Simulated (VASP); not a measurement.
## ZnCu: formation energy of Sn on the Cu site

Wanted: what Sn on the Cu site costs in ZnCu and how the lattice relaxes round it. The start is a cell from a database of measured crystal structures.

Main program and level: VASP 6.6.1; LDA; plane waves and PAW (Zn, Cu), in the first sound run; inputs show where later runs differ.

### 1. The host crystal

It takes space group Pm-3m (No. 221, cubic). The conventional cell has a = 2.869 Å, b = 2.869 Å, c = 2.869 Å, α = 90.00°, β = 90.00°, γ = 90.00°. Nearest to Zn lie 8 Cu at 2.48 Å. Nearest to Cu lie 8 Zn at 2.48 Å. Farther neighbours are not listed.

Structure file:

```xyz
2
Lattice="2.8694 0.0000 0.0000 0.0000 2.8694 0.0000 0.0000 0.0000 2.8694" Properties=species:S:1:pos:R:3 pbc="T T T"
Zn    1.4347    1.4347    1.4347
Cu    0.0000    0.0000    0.0000
```

### 2. Relax the host again, on a new basis

The volume changed by more than 5 %, so the plane waves of the start no longer fit; a second relaxation removes that error.

The input, INCAR:

```
SYSTEM = ZnCu
PREC = Accurate
ENCUT = 390
EDIFF = 1E-06
NELM = 120
ISMEAR = 1
SIGMA = 0.15
LREAL = .FALSE.
ALGO = Normal
GGA = CA
NBANDS = 17
LASPH = .TRUE.
LORBIT = 11
LWAVE = .FALSE.
LCHARG = .FALSE.
KPAR = 4
IBRION = 2
NSW = 30
ISIF = 3
EDIFFG = -0.02
POTIM = 0.4
```

The input, POSCAR:

```
ZnCu
1.0
    2.8693973991      0.0000000000      0.0000000000
    0.0000000000      2.8693973991      0.0000000000
    0.0000000000      0.0000000000      2.8693973991
Zn Cu
1 1
Direct
    0.5000000000      0.5000000000      0.5000000000
    0.0000000000      0.0000000000      0.0000000000
```

The input, KPOINTS:

```
Automatic mesh
0
Gamma
11 11 11
0 0 0
```

The projector-augmented-wave data sets are Zn and Cu (LDA family, release 64).

Run with:

```sh
$ mpirun -np 4 vasp_std
```

What it wrote:

```text
[banner, memory and clock lines left out]
running    4 mpi-ranks, on    1 nodes
 distrk:  each k-point on    1 cores,    4 groups
 distr:  one band on    1 cores,    1 groups

 POSCAR found type information on POSCAR ZnCu
 POSCAR found :  2 types and       2 ions
 LDA part: xc-table for (Slater(with rela. corr.)+CA(PZ))
 , standard interpolation
 POSCAR, INCAR and KPOINTS ok, starting setup
 FFT: planning ... GRIDC
 FFT: planning ... GRID_SOFT
 FFT: planning ... GRID
 WAVECAR not read
 entering main loop
       N       E                     dE             d eps       ncg     rms          rms(c)
DAV:   1     0.978787120566E+02    0.97879E+02   -0.95478E+03  2048   0.188E+03
DAV:   2    -0.489514438334E+01   -0.10277E+03   -0.99194E+02  1921   0.280E+02
DAV:   3    -0.802809543226E+01   -0.31330E+01   -0.30992E+01  2267   0.642E+01
DAV:   4    -0.804799804706E+01   -0.19903E-01   -0.19899E-01  2249   0.462E+00
DAV:   5    -0.804833369738E+01   -0.33565E-03   -0.33564E-03  2370   0.623E-01    0.103E+01
DAV:   6    -0.772937923811E+01    0.31895E+00   -0.15763E+01  2002   0.103E+02    0.592E+00
DAV:   7    -0.682309528950E+01    0.90628E+00   -0.34500E+00  2025   0.999E+01    0.258E+00
DAV:   8    -0.681451094849E+01    0.85843E-02   -0.13739E-01  2272   0.475E+00    0.133E+00
DAV:   9    -0.680339920029E+01    0.11112E-01   -0.10850E-02  2613   0.228E+00    0.107E-01
DAV:  10    -0.680329607622E+01    0.10312E-03   -0.92476E-04  2901   0.773E-01    0.409E-02
DAV:  11    -0.680329075676E+01    0.53195E-05   -0.73331E-05  2729   0.257E-01    0.110E-02
DAV:  12    -0.680329182637E+01   -0.10696E-05   -0.21424E-06  1460   0.298E-02    0.892E-04
DAV:  13    -0.680329187847E+01   -0.52105E-07   -0.71687E-07  1098   0.154E-02
   1 F= -.68032919E+01 E0= -.68033229E+01  d E =-.680329E+01
 curvature:   0.00 expect dE= 0.000E+00 dE for cont linesearch  0.000E+00
 trial: gam= 0.00000 g(F)=  0.000E+00 g(S)=  0.107E-05 ort = 0.000E+00 (trialstep = 0.100E+01)
 search vector abs. value=  0.107E-05
 reached required accuracy - stopping structural energy minimisation
```

Wall time 4 s (4 MPI ranks of AMD EPYC 7R43, shared host); peak memory 0.36 GiB; 11 s of CPU time.

The logs omit lines about the potential files and the build; timing stands in the text.

From OUTCAR (step 2):

```text
ion  position               nearest neighbor table
   1  0.500  0.500  0.500-   2 2.48   2 2.48   2 2.48   2 2.48   2 2.48   2 2.48   2 2.48   2 2.48

  LATTYP: Found a simple cubic cell.
 ALAT       =     2.8693973991

 Subroutine GETGRP returns: Found 48 space group operations
 (whereof 48 operations were pure point group operations)

The static configuration has the point symmetry O_h .

 Found     56 irreducible k-points:

   k-points           NKPTS =     56   k-points in BZ     NKDIM =     56   number of bands    NBANDS=     17

   dimension x,y,z NGX =    18 NGY =   18 NGZ =   18
   dimension x,y,z NGXF=    36 NGYF=   36 NGZF=   36

   ENCUT  =  390.0 eV  28.66 Ry    5.35 a.u.   4.62  4.62  4.62*2*pi/ulx,y,z

   NELECT =      23.0000    total number of electrons

 k-points in reciprocal lattice and weights: Automatic mesh
   0.00000000  0.00000000  0.00000000       0.001
   0.09090909  0.00000000  0.00000000       0.005
   0.18181818  0.00000000  0.00000000       0.005
   0.27272727  0.00000000  0.00000000       0.005
   0.36363636  0.00000000  0.00000000       0.005
   0.45454545  0.00000000  0.00000000       0.005
   0.09090909  0.09090909  0.00000000       0.009
   0.18181818  0.09090909  0.00000000       0.018
   0.27272727  0.09090909  0.00000000       0.018
[...]
0.45454545  0.45454545  0.36363636       0.018
   0.45454545  0.45454545  0.45454545       0.006

 average (electrostatic) potential at core
       1 -34.7255       2 -66.4682

 E-fermi :   6.0313

 k-point     1 :       0.0000    0.0000    0.0000
  band No.  band energies     occupation
    ...
      7       2.2524      2.00000
      8       2.2524      2.00000
      9       3.1753      2.00000
     10       3.1753      2.00000
     11       3.1753      2.00000
     12      12.5464      0.00000
     13      12.5464      0.00000
     14      12.5464      0.00000
     15      17.9899      0.00000
     16      17.9899      0.00000
    ...

 k-point     2 :       0.0909    0.0000    0.0000
  band No.  band energies     occupation
    ...
      7       2.2395      2.00000
      8       2.2679      2.00000
      9       3.1173      2.00000
     10       3.1173      2.00000
     11       3.1676      2.00000
     12      11.2105      0.00000
     13      12.7928      0.00000
     14      12.7928      0.00000
     15      18.0693      0.00000
     16      18.6909      0.00000
    ...

 k-point     3 :       0.1818    0.0000    0.0000
  band No.  band energies     occupation
    ...
      7       2.2037      2.00000
      8       2.2944      2.00000
      9       2.9682      2.00000
     10       2.9682      2.00000
     11       3.1467      2.00000
     12       8.8566     -0.00000
     13      13.5037      0.00000
     14      13.5037      0.00000
     15      18.3112      0.00000
     16      19.1048      0.00000
    ...

  Total       -0.0043079     -0.0043079     -0.0043079     -0.0000000     -0.0000000      0.0000000
  in kB       -0.2921459     -0.2921459     -0.2921459     -0.0000000     -0.0000000      0.0000000
  external PRESSURE =      -0.2921459 kB  Pullay stress =       0.0000000 kB

  energy-cutoff  :      390.00
  volume of cell :       23.63
      direct lattice vectors                 reciprocal lattice vectors
     2.869397399  0.000000000  0.000000000     0.348505230  0.000000000  0.000000000
     0.000000000  2.869397399  0.000000000     0.000000000  0.348505230  0.000000000
     0.000000000  0.000000000  2.869397399     0.000000000  0.000000000  0.348505230

 POSITION                                       TOTAL-FORCE (eV/Angst)
 -----------------------------------------------------------------------------------
      1.43470      1.43470      1.43470         0.000000      0.000000      0.000000
      0.00000      0.00000      0.00000         0.000000      0.000000      0.000000
 -----------------------------------------------------------------------------------
    total drift:                                0.000000     -0.000000      0.000000

  FREE ENERGIE OF THE ION-ELECTRON SYSTEM (eV)
  ---------------------------------------------------
  free  energy   TOTEN  =        -6.8032918785 eV

  energy  without entropy=       -6.8033849089  energy(sigma->0) =       -6.80332289

 reached required accuracy - stopping structural energy minimisation

 total charge
# of ion       s       p       d       tot
------------------------------------------
    1        0.607   0.595   9.746  10.948
    2        0.453   0.441   9.192  10.086
--------------------------------------------------
tot          1.061   1.036  18.937  21.034

[... 3 further parts left out ...]
```

This run has no spin polarisation. Its electron count is odd, so without a moment it is a metal by construction. The run keeps the 48 symmetry operations of its start, so it cannot find a distortion of lower symmetry.

Little changed from the start: no atom moved by 0.005 Å and no cell edge by 0.1 %.

Numbers from this step:

| Quantity | Value |
| --- | --- |
| electronic cycles | 13 |
| electrons | 23 |
| free energy (TOTEN) | -6.803 eV |
| Fermi energy | 6.031 eV |
| labelled metallic, from the levels on this mesh | yes |

The start already met the threshold, so nothing moved.

### 3. The perfect supercell

System of this step: ZnCu. Symmetry: Pm-3m, No. 221, cubic system. Conventional cell: a = 2.869 Å, b = 2.869 Å, c = 2.869 Å, α = 90.00°, β = 90.00°, γ = 90.00°. Nearest to Zn lie 8 Cu at 2.48 Å. Nearest to Cu lie 8 Zn at 2.48 Å. Farther neighbours are not listed.

The same cell, mesh and cutoff without the defect give the energy to subtract and, in a gapped host, the band edges to count from, so that most errors cancel.

The input, INCAR:

```
SYSTEM = ZnCu
PREC = Normal
ENCUT = 300
EDIFF = 1E-05
NELM = 120
ISMEAR = 1
SIGMA = 0.2
LREAL = Auto
ALGO = Fast
GGA = CA
NBANDS = 216
LASPH = .TRUE.
LORBIT = 11
LWAVE = .FALSE.
LCHARG = .FALSE.
KPAR = 4
```

The input, POSCAR:

```
ZnCu
1.0
    0.0000000000      5.7387947982      5.7387947982
    5.7387947982      0.0000000000      5.7387947982
    5.7387947982      5.7387947982      0.0000000000
Zn Cu
16 16
Direct
    0.1250000000      0.1250000000      0.1250000000
    0.6250000000      0.1250000000      0.1250000000
    0.1250000000      0.6250000000      0.1250000000
    0.1250000000      0.1250000000      0.6250000000
    0.3750000000      0.3750000000      0.3750000000
    0.6250000000      0.6250000000      0.1250000000
    0.6250000000      0.1250000000      0.6250000000
    0.8750000000      0.3750000000      0.3750000000
    0.1250000000      0.6250000000      0.6250000000
    0.3750000000      0.8750000000      0.3750000000
    0.3750000000      0.3750000000      0.8750000000
    0.6250000000      0.6250000000      0.6250000000
    0.8750000000      0.8750000000      0.3750000000
    0.8750000000      0.3750000000      0.8750000000
    0.3750000000      0.8750000000      0.8750000000
    0.8750000000      0.8750000000      0.8750000000
    0.0000000000      0.0000000000      0.0000000000
    0.5000000000      0.0000000000      0.0000000000
    0.0000000000      0.5000000000      0.0000000000
    0.0000000000      0.0000000000      0.5000000000
    0.2500000000      0.2500000000      0.2500000000
    0.5000000000      0.5000000000      0.0000000000
    0.5000000000      0.0000000000      0.5000000000
    0.7500000000      0.2500000000      0.2500000000
    0.0000000000      0.5000000000      0.5000000000
    0.2500000000      0.7500000000      0.2500000000
    0.2500000000      0.2500000000      0.7500000000
    0.5000000000      0.5000000000      0.5000000000
    0.7500000000      0.7500000000      0.2500000000
    0.7500000000      0.2500000000      0.7500000000
    0.2500000000      0.7500000000      0.7500000000
    0.7500000000      0.7500000000      0.7500000000
```

The input, KPOINTS:

```
Automatic mesh
0
Gamma
4 4 4
0 0 0
```

Run with:

```sh
$ mpirun -np 4 vasp_std
```

What it wrote:

```text
[banner, memory and clock lines left out]
running    4 mpi-ranks, on    1 nodes
 distrk:  each k-point on    1 cores,    4 groups
 distr:  one band on    1 cores,    1 groups

 POSCAR found type information on POSCAR ZnCu
 POSCAR found :  2 types and      32 ions
 LDA part: xc-table for (Slater(with rela. corr.)+CA(PZ))
 , standard interpolation
 POSCAR, INCAR and KPOINTS ok, starting setup
 FFT: planning ... GRIDC
 FFT: planning ... GRID_SOFT
 FFT: planning ... GRID
 WAVECAR not read
 entering main loop
       N       E                     dE             d eps       ncg     rms          rms(c)
DAV:   1     0.308182105497E+04    0.30818E+04   -0.10641E+05  3456   0.200E+03
DAV:   2     0.430025889818E+03   -0.26518E+04   -0.25662E+04  3456   0.517E+02
DAV:   3    -0.999884357111E+02   -0.53001E+03   -0.50127E+03  3464   0.236E+02
DAV:   4    -0.128118965003E+03   -0.28131E+02   -0.27549E+02  3848   0.708E+01
DAV:   5    -0.128675614577E+03   -0.55665E+00   -0.55460E+00  4304   0.100E+01    0.412E+01
RMM:   6    -0.122179561360E+03    0.64961E+01   -0.24719E+02  3650   0.779E+01    0.243E+01
RMM:   7    -0.109072243625E+03    0.13107E+02   -0.73133E+01  3543   0.414E+01    0.104E+01
RMM:   8    -0.108899033358E+03    0.17321E+00   -0.13708E+00  3781   0.379E+00    0.486E+00
RMM:   9    -0.108821448475E+03    0.77585E-01   -0.49671E-01  3840   0.259E+00    0.701E-01
RMM:  10    -0.108822857273E+03   -0.14088E-02   -0.13661E-01  3882   0.116E+00    0.274E-01
RMM:  11    -0.108824788853E+03   -0.19316E-02   -0.22198E-02  4159   0.484E-01    0.269E-01
RMM:  12    -0.108827122070E+03   -0.23332E-02   -0.72182E-03  4045   0.232E-01    0.413E-01
RMM:  13    -0.108824387705E+03    0.27344E-02   -0.19220E-02  4349   0.526E-01    0.115E-01
RMM:  14    -0.108824221422E+03    0.16628E-03   -0.74222E-04  3945   0.130E-01    0.620E-02
RMM:  15    -0.108824203610E+03    0.17812E-04   -0.10290E-04  3686   0.345E-02    0.545E-02
RMM:  16    -0.108824154266E+03    0.49344E-04   -0.50307E-04  4136   0.957E-02    0.262E-02
RMM:  17    -0.108824142688E+03    0.11578E-04   -0.50327E-05  2967   0.391E-02    0.172E-03
RMM:  18    -0.108824143309E+03   -0.62080E-06   -0.57206E-06  2163   0.780E-03
   1 F= -.10882414E+03 E0= -.10883099E+03  d E =0.205287E-01
```

Run time: 95 s. Hardware: 4 MPI ranks; peak memory 1.1 GiB; 5.1 min of CPU time.

OUTCAR, selected parts (step 3):

```text
  LATTYP: Found a face centered cubic cell.
 ALAT       =    11.4775895964

The static configuration has the point symmetry O_h .

 Found      8 irreducible k-points:

   k-points           NKPTS =      8   k-points in BZ     NKDIM =      8   number of bands    NBANDS=    216

   dimension x,y,z NGX =    36 NGY =   36 NGZ =   36
   dimension x,y,z NGXF=    72 NGYF=   72 NGZF=   72

   ENCUT  =  300.0 eV  22.05 Ry    4.70 a.u.  11.46 11.46 11.46*2*pi/ulx,y,z

   NELECT =     368.0000    total number of electrons

 E-fermi :   6.0248

 k-point     1 :       0.0000    0.0000    0.0000
  band No.  band energies     occupation
    ...
    177       3.9769      2.00000
    178       3.9769      2.00000
    179       3.9889      2.00000
    180       3.9889      2.00000
    181       3.9889      2.00000
    182       8.1578     -0.00000
    183       8.1578     -0.00000
    184       8.1578     -0.00000
    185       8.4951     -0.00000
    186       8.4951     -0.00000
    ...

 k-point     2 :       0.2500    0.0000    0.0000
  band No.  band energies     occupation
    ...
    177       4.1824      2.00000
    178       4.1824      2.00000
    179       4.6759      2.00000
    180       4.6759      2.00000
    181       4.6759      2.00000
    182       7.0274     -0.00000
    183       7.0274     -0.00000
    184       7.0274     -0.00000
    185       7.4555     -0.00000
    186       7.4555     -0.00000
    ...

  Total       -2.0363693     -2.0363693     -2.0363693      0.0000000      0.0000000     -0.0000000
  in kB       -8.6312767     -8.6312767     -8.6312767      0.0000000      0.0000000     -0.0000000
  external PRESSURE =      -8.6312767 kB  Pullay stress =       0.0000000 kB

  energy-cutoff  :      300.00
  volume of cell :      378.00
      direct lattice vectors                 reciprocal lattice vectors
     0.000000000  5.738794798  5.738794798    -0.087126307  0.087126307  0.087126307
     5.738794798  0.000000000  5.738794798     0.087126307 -0.087126307  0.087126307
     5.738794798  5.738794798  0.000000000     0.087126307  0.087126307 -0.087126307

 POSITION                                       TOTAL-FORCE (eV/Angst)
 -----------------------------------------------------------------------------------
      1.43470      1.43470      1.43470        -0.000000     -0.000000      0.000000
      1.43470      4.30410      4.30410        -0.000000     -0.000000      0.000000
      4.30410      1.43470      4.30410        -0.000000     -0.000000      0.000000
      4.30410      4.30410      1.43470         0.000000     -0.000000     -0.000000
      4.30410      4.30410      4.30410         0.000000     -0.000000     -0.000000
      4.30410      4.30410      7.17349         0.000000      0.000000      0.000000
      4.30410      7.17349      4.30410        -0.000000     -0.000000     -0.000000
      4.30410      7.17349      7.17349        -0.000000     -0.000000      0.000000
      7.17349      4.30410      4.30410        -0.000000      0.000000      0.000000
      7.17349      4.30410      7.17349        -0.000000     -0.000000     -0.000000
      7.17349      7.17349      4.30410        -0.000000     -0.000000     -0.000000
      7.17349      7.17349      7.17349        -0.000000      0.000000     -0.000000
      7.17349      7.17349     10.04289         0.000000      0.000000      0.000000
      7.17349     10.04289      7.17349         0.000000      0.000000      0.000000
     10.04289      7.17349      7.17349         0.000000      0.000000     -0.000000
     10.04289     10.04289     10.04289         0.000000      0.000000      0.000000
      0.00000      0.00000      0.00000        -0.000000      0.000000     -0.000000
      0.00000      2.86940      2.86940         0.000000      0.000000     -0.000000
      2.86940      0.00000      2.86940        -0.000000      0.000000      0.000000
      2.86940      2.86940      0.00000         0.000000      0.000000      0.000000
      2.86940      2.86940      2.86940         0.000000     -0.000000     -0.000000
      2.86940      2.86940      5.73879         0.000000      0.000000      0.000000
      2.86940      5.73879      2.86940         0.000000      0.000000      0.000000
      2.86940      5.73879      5.73879        -0.000000     -0.000000      0.000000
      5.73879      2.86940      2.86940        -0.000000     -0.000000      0.000000
      5.73879      2.86940      5.73879         0.000000     -0.000000     -0.000000
      5.73879      5.73879      2.86940         0.000000     -0.000000     -0.000000
      5.73879      5.73879      5.73879         0.000000      0.000000      0.000000
      5.73879      5.73879      8.60819        -0.000000     -0.000000      0.000000
      5.73879      8.60819      5.73879        -0.000000     -0.000000     -0.000000
      8.60819      5.73879      5.73879         0.000000      0.000000      0.000000
      8.60819      8.60819      8.60819        -0.000000     -0.000000     -0.000000
 -----------------------------------------------------------------------------------
    total drift:                                0.000000      0.000000      0.000000

  FREE ENERGIE OF THE ION-ELECTRON SYSTEM (eV)
  ---------------------------------------------------
  free  energy   TOTEN  =      -108.8241433087 eV

  energy  without entropy=     -108.8446720006  energy(sigma->0) =     -108.83098621

 total charge
# of ion       s       p       d       tot
------------------------------------------
    1        0.608   0.594   9.740  10.942
    2        0.608   0.594   9.740  10.942
    3        0.608   0.594   9.740  10.942
    4        0.608   0.594   9.740  10.942
    5        0.608   0.594   9.740  10.942
    6        0.608   0.594   9.740  10.942
    7        0.608   0.594   9.740  10.942
    8        0.608   0.594   9.740  10.942
    9        0.608   0.594   9.740  10.942
   10        0.608   0.594   9.740  10.942
   11        0.608   0.594   9.740  10.942
   12        0.608   0.594   9.740  10.942
   13        0.608   0.594   9.740  10.942
   14        0.608   0.594   9.740  10.942
   15        0.608   0.594   9.740  10.942
   16        0.608   0.594   9.740  10.942
   17        0.454   0.440   9.196  10.090
   18        0.454   0.440   9.196  10.090
   19        0.454   0.440   9.196  10.090
   20        0.454   0.440   9.196  10.090
   21        0.454   0.440   9.196  10.090
   22        0.454   0.440   9.196  10.090
   23        0.454   0.440   9.196  10.090
   24        0.454   0.440   9.196  10.090
   25        0.454   0.440   9.196  10.090
   26        0.454   0.440   9.196  10.090
   27        0.454   0.440   9.196  10.090
   28        0.454   0.440   9.196  10.090
   29        0.454   0.440   9.196  10.090
   30        0.454   0.440   9.196  10.090
   31        0.454   0.440   9.196  10.090
   32        0.454   0.440   9.196  10.090
--------------------------------------------------
tot         16.984  16.556 302.975 336.516

[... 1 part as in an earlier step ...]

[... 7 further parts left out ...]
```

Numbers from this step:

```yaml
electronic_cycles: 18
electrons: 368
free_energy_toten: -108.8241 eV
energy_at_zero_smearing: -108.8310 eV
fermi_energy: 6.025 eV
```

The host is treated as a metal, as its relaxation found a gap under 0.3 eV or none, and only the neutral defect is run.

(Continued in part 2 of 4.)

[Lines on the potential files, build, host, timing and source positions are cut from VASP's logs without a mark.]

[Logs are printed without paths, hosts, clocks, repeated set-up lines and the standing remarks that a program may print on its own settings, such as how far it seeks lower states.]

[Hosts, paths, dates, database ids (printed as entryN), source tags and the programs' standing remarks are cut or masked in the printed files.]

[In band tables of VASP the shares of atoms and orbitals are scaled to a sum of 1 inside the atoms' spheres.]

[Runs that stopped without an error message from VASP are left out.]
